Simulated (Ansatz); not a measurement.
LiF built on the rocksalt prototype, relaxed with r2SCAN, was run in Ansatz 0.2.0 under altered settings. All numbers are computed, without spin polarisation but where a row says otherwise.

```xyz
2
Lattice="0.0000 1.9949 1.9949 1.9949 0.0000 1.9949 1.9949 1.9949 0.0000" Properties=species:S:1:pos:R:3 pbc="T T T"
Li    0.0000    0.0000    0.0000
F     1.9949    1.9949    1.9949
```

The base run's other keys:
```yaml
kpoints:
  mp_grid: { grid: [6, 6, 6] }
hamiltonian:
  xc: hse06
scf:
  occupations: { method: fixed }
  n_extra_bands: 4
```

It takes 11 iterations with 331 plane waves at 420 eV and 16 k points, and leaves a mean stress of +1.20 GPa. The gap over this mesh is 11.675 eV.

Outcomes, with energy and stress as changes against the base:

| setting | outcome | ΔF (meV/atom) | Δ mean stress (GPa) | gap on the mesh (eV) | iterations |
| --- | --- | --- | --- | --- | --- |
| PBE hybrid, exx coeff 0.1, omega 0.2078 1/Å | converged | – | +1.9 | 10.271 | 11 |
| scf.exx.ecutfock_ratio: 1 | converged | +48 | 0.0 | 11.672 | 10 |
| PBE hybrid, exx coeff 0.35, omega 0.3 1/Å | converged | – | -1.2 | 12.215 | 11 |
| PBE hybrid, exx coeff 0.05, omega 0.1 1/Å | converged | – | +2.5 | 9.885 | 9 |
| scf.occupations: gaussian 0.2 | converged | 0.0 | 0.0 | 11.675 | 12 |
| scf.occupations: gaussian 1.5 | converged | 0.0 | 0.0 | 11.675 | 12 |

A dash marks a value that wasn't obtained or can't be compared. Stress is positive in compression.

- PBE hybrid, exx coeff 0.1, omega 0.2078 1/Å. That is 10 % exact exchange, screened with ω = 0.2078 1/Å, against HSE06's 25 % screened at 0.208 1/Å. The mean stress moves by +1.9 GPa and the gap on the mesh by -1.404 eV (to 10.271). Totals of different functionals aren't comparable.
- scf.exx.ecutfock_ratio: 1. The free energy moves by +48 meV an atom, the mean stress by 0.0 GPa and the gap on the mesh by -0.003 eV (to 11.672). The result is sensitive to this setting.
- PBE hybrid, exx coeff 0.35, omega 0.3 1/Å. That is 35 % exact exchange, screened with ω = 0.3 1/Å, against HSE06's 25 % screened at 0.208 1/Å. The mean stress moves by -1.2 GPa and the gap on the mesh by +0.540 eV (to 12.215). Totals of different functionals aren't comparable.
- PBE hybrid, exx coeff 0.05, omega 0.1 1/Å. That is 5 % exact exchange, screened with ω = 0.1 1/Å, against HSE06's 25 % screened at 0.208 1/Å. The mean stress moves by +2.5 GPa and the gap on the mesh by -1.790 eV (to 9.885). Totals of different functionals aren't comparable. The program warns that on this mesh the truncation of the exchange isn't bounded, so part of the change can be an error of the mesh.

Within 1 meV an atom, 0.1 GPa and 0.005 eV of the base stay: scf.occupations: gaussian 0.2; scf.occupations: gaussian 1.5.

The stress of a hybrid is loosely converged in these runs.

The meshes of the hybrids are coarse, so their gaps aren't converged to the digits shown.
